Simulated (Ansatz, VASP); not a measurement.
# Cu in VASP and in Ansatz

```xyz
1
Lattice="2.2885 0.0000 0.0000 0.0000 2.2885 0.0000 0.0000 0.0000 2.2885" Properties=species:S:1:pos:R:3 pbc="T T T"
Cu    0.0000    0.0000    0.0000
```

Alike in both runs: task relaxation of cell and atoms; functional PBE; k mesh 8 × 8 × 8; occupations gaussian, width 0.1 eV; no spin polarisation.

|  | VASP | Ansatz |
| --- | --- | --- |
| version | VASP 6.6.1 | Ansatz 0.2.0 |
| potentials or method | VASP PAW PBE potentials, release 64 (Cu) | scalar-relativistic, plane waves, PAW |
| plane-wave cutoff (eV) | 600 | 420 |
| valence electrons in the cell | 11 | 19 |

|  | VASP | Ansatz | Ansatz less VASP |
| --- | --- | --- | --- |
| gap on the k mesh at the Fermi level, each at its own relaxed structure (eV) | none | none | - |
| relaxed volume (Å³/atom) | 14.02 | 13.98 | -0.047 |
| relaxed cell length with the largest relative difference (Å) | 2.412 | 2.409 | -0.0027 |
| energy change over the relaxation (meV/atom) | -126 | -120 | +6.0 |

A gap of «none» marks a metal or a gap that the smearing closes. The two sets of potentials don't hold the same shells in valence.

Caveats: the volume moved by over 15 % at a fixed basis, so the end points are rough (VASP).
